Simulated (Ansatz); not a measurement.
AlN: frozen-core PAW against all-electron methods

```
Al N
1.0
     3.11100    0.01556    0.01556
    -1.54203    2.68643    0.00569
     0.02489    0.02489    4.97800
Al N
2 2
Direct
  0.33333 0.66667 0.00000
  0.66667 0.33333 0.50000
  0.33333 0.66667 0.38500
  0.66667 0.33333 0.88500
```

Atoms are numbered in the order listed.

Conventional cell: a = 3.098 Å, b = 3.111 Å, c = 4.978 Å, α = 90.57°, β = 90.21°, γ = 119.57°. Al (atom 1) has 4 N at 1.88 to 1.92 Å as nearest neighbours. Al (atom 2) is surrounded by 4 N at 1.88 to 1.92 Å. Around N (atom 3) lie 4 Al at 1.88 to 1.92 Å. Around N (atom 4) lie 4 Al at 1.88 to 1.92 Å.

The cell is COD entry 9008860, as deposited and not checked against the literature; nothing was relaxed. The listed cell was then made from it by scaling, straining or moving an atom.

All numbers are computed: DFT, PBEsol, PAW with Ansatz's default frozen-core files, scalar-relativistic (Ansatz 0.2.0); DFT, PBEsol, all-electron PAW with datasets made for the crystal, scalar-relativistic (Ansatz 0.2.0); DFT, PBEsol, all-electron LAPW, scalar-relativistic (Ansatz 0.2.0).

For PAW: a Γ-centred 10×10×6 k mesh, Fermi–Dirac smearing of 0.03 eV, cutoff 420 eV, no spin polarisation; the PAW files were made with PBE, and the program remakes their frozen cores for this functional. The crystal-made all-electron datasets (AE datasets) take a cutoff of 360 eV at this cell. LAPW targets a basis error of 1 meV/atom. The Ansatz runs share mesh, smearing and spin set-up. Plane-wave (PAW) pressures include the program's estimate of the Pulay term.

Stress and pressure are positive in compression.

The change that made this cell: equal xy, yz and zx engineering shear strains of +1 %.

| quantity | PAW | AE datasets | LAPW |
| --- | --- | --- | --- |
| pressure (GPa) | 0.59 | 0.45 | 0.45 |
| stress xx (GPa) | 1.25 | 1.10 | 1.10 |
| stress zz (GPa) | -0.72 | -0.85 | -0.85 |
| stress yz (GPa) | -1.27 | -1.27 | -1.27 |
| stress xz (GPa) | -1.27 | -1.27 | -1.27 |
| stress xy (GPa) | -1.78 | -1.78 | -1.78 |
| force on Al1, z (eV/Å) | 0.181 | 0.181 | 0.181 |
| force on Al2, z (eV/Å) | 0.177 | 0.178 | 0.178 |
| force on N3, z (eV/Å) | -0.177 | -0.177 | -0.177 |
| force on N4, z (eV/Å) | -0.181 | -0.182 | -0.182 |
| band gap (eV) | 4.066 | 4.077 | 4.077 |

PAW's pressure differs from the LAPW value by +0.14 GPa.
